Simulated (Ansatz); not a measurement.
**One geometry of Hf2N, one setting changed: spin–orbit coupling**

Method: DFT PBEsol, plane waves, PAW in Ansatz. The atoms stay where they are, in a cell that isn't relaxed at these levels; pressure is positive in compression. “Off” is scalar-relativistic.

```xyz
6
Lattice="5.3131 0.0000 0.0000 0.0000 5.3131 0.0000 0.0000 0.0000 3.2421" Properties=species:S:1:pos:R:3 pbc="T T T"
Hf    1.5702    1.5702    0.0000
Hf    3.7429    3.7429    0.0000
Hf    4.2268    1.0863    1.6210
Hf    1.0863    4.2268    1.6210
N     0.0000    0.0000    0.0000
N     2.6566    2.6566    1.6210
```

```json
{"plane-wave cutoff": "420 eV", "Γ-centred k-mesh": "8×8×12", "occupation rule": "Gaussian smearing, 0.1 eV"}
```

| spin–orbit coupling | gap on mesh (eV) | P (GPa) | largest force (eV/Å) |
| --- | --- | --- | --- |
| off | metal | -2.3 | 0.004 |

(1) What do the runs give for on?

Answers

(1) They give:

```json
{"spin–orbit coupling": "on", "gap on mesh (eV)": "metal", "P (GPa)": "-2.7", "largest force (eV/Å)": "0.011"}
```